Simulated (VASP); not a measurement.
# BN (Fm-3m) in VASP: further runs

Aim: see how the results for BN move with the level of theory and the settings. Levels: PBE, LDA. Tasks: single point.

Program: VASP 6.6.1. These are calculated values, not measurements. Logs are shortened: lines on timing, memory, paths and dates and some standing lists are left out, and cuts for length are marked.

**1. Starting point**

The structure is cubic, space group Fm-3m (No. 225). The conventional cell has a = 3.492 Å, b = 3.492 Å, c = 3.492 Å, α = 90.00°, β = 90.00°, γ = 90.00°. Around B (site symmetry m-3m) lie 6 N at 1.75 Å. Around N (site symmetry m-3m) lie 6 B at 1.75 Å.

The cell was built by a generator and needn't be a form met in nature.

**2. Single point, PBE**

INCAR reads:

```
ALGO = Normal
EDIFF = 1E-7
ENCUT = 520
GGA = PE
ISIF = 2
ISMEAR = 0
LASPH = True
LCHARG = False
LREAL = False
LWAVE = False
NBANDS = 11
NELM = 80
PREC = Accurate
SIGMA = 0.01
```

KPOINTS reads:

```
k-points
0
Gamma
  8 8 8
```

POSCAR reads:

```
BN
1.0
    0.0000000000      1.7458259346      1.7458259346
    1.7458259346      0.0000000000      1.7458259346
    1.7458259346      1.7458259346      0.0000000000
B N
1 1
Direct
    0.0000000000      0.0000000000      0.0000000000
    0.5000000000      0.5000000000      0.5000000000
```

Potentials or basis: VASP PAW PBE potentials, release 64 (B, N).

Launch:

```sh
> cat potpaw_PBE.64/B/POTCAR potpaw_PBE.64/N/POTCAR > POTCAR
> mpirun -np 1 vasp_std > vasp.out
```

OUTCAR:

```text
EDIFF = 1E-7
   ENCUT = 520
   GGA = PE
   ISIF = 2
   ISMEAR = 0
   LASPH = True
   LREAL = False
   NELM = 80
   PREC = Accurate

 ion  position               nearest neighbor table
   1  0.000  0.000  0.000-   2 1.75   2 1.75   2 1.75   2 1.75   2 1.75   2 1.75
   2  0.500  0.500  0.500-   1 1.75   1 1.75   1 1.75   1 1.75   1 1.75   1 1.75

  LATTYP: Found a face centered cubic cell.
 ALAT       =     3.4916518692

  Lattice vectors:

 A1 = (   0.0000000000,   1.7458259346,   1.7458259346)
 A2 = (   1.7458259346,   0.0000000000,   1.7458259346)
 A3 = (   1.7458259346,   1.7458259346,   0.0000000000)

Analysis of symmetry for initial positions (statically):
=====================================================================
 Subroutine PRICEL returns:
 Original cell was already a primitive cell.

 Routine SETGRP: Setting up the symmetry group for a
 face centered cubic supercell.

 Subroutine GETGRP returns: Found 48 space group operations
 (whereof 48 operations were pure point group operations)
 out of a pool of 48 trial point group operations.

The static configuration has the point symmetry O_h .

Analysis of symmetry for dynamics (positions and initial velocities):
=====================================================================
 Subroutine PRICEL returns:
 Original cell was already a primitive cell.

 Routine SETGRP: Setting up the symmetry group for a
 face centered cubic supercell.

 Subroutine GETGRP returns: Found 48 space group operations
 (whereof 48 operations were pure point group operations)
 out of a pool of 48 trial point group operations.

The dynamic configuration has the point symmetry O_h .

 Subroutine INISYM returns: Found 48 space group operations
 (whereof 48 operations are pure point group operations),
 and found     1 'primitive' translations

----------------------------------------------------------------------------------------

                                     Primitive cell

  volume of cell :      10.6422

  direct lattice vectors                    reciprocal lattice vectors
     0.000000000  1.745825935  1.745825935    -0.286397395  0.286397395  0.286397395
     1.745825935  0.000000000  1.745825935     0.286397395 -0.286397395  0.286397395
     1.745825935  1.745825935  0.000000000     0.286397395  0.286397395 -0.286397395

  length of vectors
     2.468970714  2.468970714  2.468970714     0.496054840  0.496054840  0.496054840

  position of ions in fractional coordinates (direct lattice)
     0.000000000  0.000000000  0.000000000
     0.500000000  0.500000000  0.500000000

[... 81 lines left out ...]
   NFREE  =      0    steps in history (QN), initial steepest desc. (CG)
   ISIF   =      2    stress and relaxation
   ISYM   =      2    0-nonsym 1-usesym 2-fastsym
   POTIM  = 0.5000    time-step for ionic-motion
   TEBEG  =    0.0;   TEEND  =   0.0 temperature during run
   PSTRESS=    0.0 pullay stress
   NELECT =       8.0000    total number of electrons
   NUPDOWN=      -1.0000    fix difference up-down
   EMIN   =  10.00;   EMAX   =-10.00  energy-range for DOS
   EFERMI =   0.00;   METHOD = LEGACY
   ISMEAR =     0;   SIGMA  =   0.01  broadening in eV -4-tet -1-fermi 0-gaus
   EFERMI_NEDOS =   21; number of points for ismear=-14 and -15
   IALGO  =     38    algorithm
   IMIX   =      4    mixing-type and parameters
     AMIX     =   0.40;   BMIX     =  1.00
     AMIX_MAG =   1.60;   BMIX_MAG =  1.00
  volume/ion in A,a.u.               =       5.32        35.91
  Fermi-wavevector in a.u.,A,eV,Ry     =   1.488540  2.812933 30.147133  2.215752
  Thomas-Fermi vector in A             =   2.601562
   LORBIT       =      0    0 simple, 1 ext, 2 COOP (PROOUT), +10 PAW based schemes
   GGA     = PE    functional components
   LHFCALC =     F    Hartree Fock is set to
   AEXX    =    0.0000 exact exchange contribution
   IVDW    =     0    specifies the selected vdW correction
   LEPSILON=     F    determine dielectric tensor
   LRPA    =     F    only Hartree local field effects (RPA)
 non-spin polarized calculation
 Gauss-broadening in eV      SIGMA  =   0.01
  energy-cutoff  :      520.00
  volume of cell :       10.64
 maximum number of plane-waves:       302
   NGX =  9   NGY =  9   NGZ =  9

 number of electron       7.9999998 magnetization

 Free energy of the ion-electron system (eV)
  ---------------------------------------------------
  ext. energy  EPLUGINS =         0.00000000
  ---------------------------------------------------
  free energy    TOTEN  =       -13.94127583 eV

  energy without entropy =      -13.94127583  energy(sigma->0) =      -13.94127583

 E-fermi :  10.3832     XC(G=0): -13.7600

 val. band max:       10.3200188070   @ k =  -0.2500   0.1250   0.0000
 cond. band min:      11.6526987668   @ k =   0.5000   0.5000   0.0000
 fundamental gap:      1.3326799598
 Fermi energy:        10.3831542885

 k-point     1 :       0.0000    0.0000    0.0000
  band No.  band energies     occupation
      1     -12.1036      2.00000
      2       9.5265      2.00000
      3       9.5265      2.00000
      4       9.5265      2.00000
      5      19.6305      0.00000
      6      22.4959      0.00000
      7      22.4959      0.00000
      8      22.4959      0.00000
      9      28.9943      0.00000
     10      28.9943      0.00000
     11      28.9943      0.00000
[... 309 lines left out ...]
 k-point    24 :      -0.3750    0.2500    0.1250
  band No.  band energies     occupation
      1      -5.8182      2.00000
      2      -1.1643      2.00000
      3       4.8875      2.00000
      4       6.8765      2.00000
      5      16.5410      0.00000
      6      17.0981      0.00000
      7      21.9486      0.00000
      8      25.1196      0.00000
      9      31.4076      0.00000
     10      33.1878      0.00000
     11      43.1036      0.00000

 [... further k-points ...]
[... 5 lines left out ...]
  --------------------------------------------------------------------------------------
  -------------------------------------------------------------------------------------
  Total        0.2542703      0.2542703      0.2542703      0.0000000      0.0000000     -0.0000000
  in kB       38.2801310     38.2801310     38.2801310      0.0000000      0.0000000     -0.0000000
  external PRESSURE =      38.2801310 kB  Pullay stress =       0.0000000 kB

 VOLUME and BASIS-vectors are now :
 -----------------------------------------------------------------------------
  energy-cutoff  :      520.00
  volume of cell :       10.64
      direct lattice vectors                 reciprocal lattice vectors
     0.000000000  1.745825935  1.745825935    -0.286397395  0.286397395  0.286397395
     1.745825935  0.000000000  1.745825935     0.286397395 -0.286397395  0.286397395
     1.745825935  1.745825935  0.000000000     0.286397395  0.286397395 -0.286397395

 POSITION                                       TOTAL-FORCE (eV/Angst)
 -----------------------------------------------------------------------------------
      0.00000      0.00000      0.00000         0.000000     -0.000000      0.000000
      1.74583      1.74583      1.74583        -0.000000      0.000000     -0.000000
 -----------------------------------------------------------------------------------
    total drift:                               -0.000000     -0.000000     -0.000000

  FREE ENERGIE OF THE ION-ELECTRON SYSTEM (eV)
  ---------------------------------------------------
  free  energy   TOTEN  =       -13.9412758310 eV

  energy  without entropy=      -13.9412758310  energy(sigma->0) =      -13.94127583
```

stdout:

```text
POSCAR found type information on POSCAR B N
 POSCAR found :  2 types and       2 ions
 scaLAPACK will be used
 LDA part: xc-table for (Slater+PW92), standard interpolation
 POSCAR, INCAR and KPOINTS ok, starting setup
 FFT: planning ... GRIDC
 FFT: planning ... GRID_SOFT
 FFT: planning ... GRID
 WAVECAR not read
 entering main loop
```

Wall time 3.6 s (1 thread of AMD EPYC 7R13 (Zen 3), shared host); peak memory 0.08 GiB.

Results:

```yaml
Free_energy: -13.9413 eV
Pressure: 3.8 GPa
Band_gap_on_the_k_mesh: 1.33 eV, indirect (least direct gap 5.85 eV)
```

A k mesh can miss the band edges. Expect the measured gap to be larger: semilocal functionals such as PBE lack the derivative discontinuity.

**3. Single point, LDA**

INCAR reads:

```
SYSTEM = BN
ALGO = Normal
EDIFF = 1E-7
ENCUT = 520
GGA = CA
ISIF = 2
ISMEAR = 0
LASPH = .True.
LCHARG = .False.
LREAL = .False.
LWAVE = .False.
NBANDS = 11
NELM = 100
PREC = Accurate
SIGMA = 0.01
```

KPOINTS reads:

```
k-points
0
Gamma
  8 8 8
  0 0 0
```

POSCAR is that of step 2.

Potentials or basis: VASP PAW LDA potentials, release 64 (B, N).

Launch:

```sh
> cat potpaw_LDA.64/B/POTCAR potpaw_LDA.64/N/POTCAR > POTCAR
> mpirun -np 1 vasp_std > vasp.out
```

It took 3 s on 1 thread of AMD EPYC 7R13 (Zen 3), shared host; peak memory 0.08 GiB.

Results (log left out):

| Property | Result |
| --- | --- |
| Free energy | -15.9772 eV |
| Pressure | -10.3 GPa |
| Band gap on the k mesh | 1.49 eV, indirect (least direct gap 5.71 eV) |

Levels at points of the mesh, in eV from the valence-band top:
```tsv
k point	band 1	band 2	band 3	band 4	band 5	band 6	band 7	band 8
(0.00, 0.00, 0.00)	-22.26	-0.81	-0.81	-0.81	9.57	11.98	11.98	11.98
(0.50, 0.00, 0.00)	-17.03	-12.47	-0.55	-0.55	5.16	5.16	7.39	13.81
(0.50, 0.50, 0.00)	-14.12	-11.86	-5.58	-5.58	1.49	8.81	14.53	14.53
```

A k mesh can miss the band edges. LDA gaps usually lie below the measured ones, often by a third to a half.
